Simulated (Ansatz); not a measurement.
# InAs (rocksalt type): maximally localised Wannier functions

Where do the localised orbitals of InAs (rocksalt type) sit, how far are they spread, and how do the settings change that? The runs, in order: PBE, anion s p, 6×6×6; PBE, anion s p, 4×4×4; PBE, anion s p, 8×8×8; PBE, anion p, 6×6×6; PBE, all s p, disentangled, 6×6×6; PBE, cation s and anion p, disentangled, 6×6×6; r2SCAN, anion s p, 6×6×6; r2SCAN, all s p, disentangled, 6×6×6; r2SCAN, anion p, 6×6×6 (level, trial orbitals, Wannier mesh).

Method: plane waves, PAW, in Ansatz 0.2.0.

1 further run of the same task is left out (it didn't finish). Runs told in other sessions of the task aren't counted.

### Step 1. The starting structure

It takes space group Fm-3m (No. 225, cubic). The conventional cell has a = 5.683 Å, b = 5.683 Å, c = 5.683 Å, α = 90.00°, β = 90.00°, γ = 90.00°. Around In (site symmetry m-3m) lie 6 As at 2.84 Å. As (site symmetry m-3m) has 6 In at 2.84 Å in its first shell of neighbours.

As a file:

```cif
data_structure
_symmetry_space_group_name_H-M 'P 1'
_symmetry_Int_Tables_number 1
_cell_length_a 4.0184
_cell_length_b 4.0184
_cell_length_c 4.0184
_cell_angle_alpha 60.000
_cell_angle_beta 60.000
_cell_angle_gamma 60.000
_cell_volume 45.88
loop_
_atom_site_label
_atom_site_type_symbol
_atom_site_fract_x
_atom_site_fract_y
_atom_site_fract_z
_atom_site_occupancy
In1 In 0.00000 0.00000 0.00000 1
As1 As 0.50000 0.50000 0.50000 1
```

Cell and atoms come from an earlier r2SCAN relaxation. No run includes spin-orbit coupling, which matters for In.

### Step 2. PBE, anion s p, 6×6×6

File input.yaml:

```yaml
crystal:
  lattice:
    - [0.0, 2.8414337288, 2.8414337288]
    - [2.8414337288, 0.0, 2.8414337288]
    - [2.8414337288, 2.8414337288, 0.0]
  atoms:
    - { symbol: In, position: [0.0, 0.0, 0.0] }
    - { symbol: As, position: [0.5, 0.5, 0.5] }
kpoints:
  mp_grid: { grid: [6, 6, 6] }
  band_path:
    path:
      - [[0.0, 0.0, 0.0], [0.5, -4.283875077723e-35, 0.5], [0.625, 0.25, 0.625]]
      - [[0.375, 0.375, 0.75], [0.0, 0.0, 0.0], [0.5, 0.5, 0.5], [0.5, 0.25, 0.75], [0.5, -4.283875077723e-35, 0.5]]
    npoints: 10
hamiltonian:
  xc: pbe
scf:
  occupations: { method: fermi_dirac, width: 0.02 }
  n_extra_bands: 6
output:
  forces: false
  stress: false
  eigenvalues: true
  wannier:
    kmesh: [6, 6, 6]
    projections: [{ species: As, l: s, shell: 4 }, { species: As, l: p, shell: 4 }]
    minimise: true
    write_hr: true
    conv_tol: 1.0e-08
    max_iter: 3000
```

Launch:

```bash
> ansatz run input.yaml --threads 4 --pin off --max-ram 3686MiB --backend cpu --events-out ev --progress --plain --runs-dir out
```

The runs that follow: PBE, anion s p, 4×4×4; PBE, anion s p, 8×8×8; PBE, anion p, 6×6×6; PBE, all s p, disentangled, 6×6×6; PBE, cation s and anion p, disentangled, 6×6×6; r2SCAN, anion s p, 6×6×6; r2SCAN, all s p, disentangled, 6×6×6; r2SCAN, anion p, 6×6×6.

Before running them: what should the planned runs give, taken together? Wanted: total spread, PBE, anion s p, 6×6×6; total spread, PBE, anion s p, 4×4×4; total spread, PBE, anion s p, 8×8×8; total spread, PBE, anion p, 6×6×6; total spread, PBE, all s p, disentangled, 6×6×6; total spread, PBE, cation s and anion p, disentangled, 6×6×6; total spread, r2SCAN, anion s p, 6×6×6; total spread, r2SCAN, all s p, disentangled, 6×6×6; total spread, r2SCAN, anion p, 6×6×6.

The runs gave:

| quantity | value |
| --- | --- |
| total spread, PBE, anion s p, 6×6×6 | 11.32 Å² over 4 functions |
| total spread, PBE, anion s p, 4×4×4 | 9.74 Å² over 4 functions |
| total spread, PBE, anion s p, 8×8×8 | 12.31 Å² over 4 functions |
| total spread, PBE, anion p, 6×6×6 | 11.12 Å² over 3 functions |
| total spread, PBE, all s p, disentangled, 6×6×6 | 15.06 Å² over 8 functions |
| total spread, PBE, cation s and anion p, disentangled, 6×6×6 | 15.28 Å² over 4 functions |
| total spread, r2SCAN, anion s p, 6×6×6 | 10.99 Å² over 4 functions |
| total spread, r2SCAN, all s p, disentangled, 6×6×6 | 15.58 Å² over 8 functions |
| total spread, r2SCAN, anion p, 6×6×6 | 10.80 Å² over 3 functions |
| centres of the first set | 0.63 Å from the nearest atom |

In words: With PBE, anion s p, 6×6×6 the 4 functions move off the atoms, with a mean spread of 2.83 Å²; 83 % of the total is gauge invariant. The total spread goes from 9.74 Å² on 4×4×4 to 12.31 Å² on 8×8×8: finite differences in k understate it on coarse meshes, while the largest miss of a band goes from 0.89 to 0.70 eV. On one set and mesh the functional gives 11.32 (PBE), 10.99 (r2SCAN) Å². The disentangled models miss some band by up to 1.5 eV, which may lie outside their frozen windows.
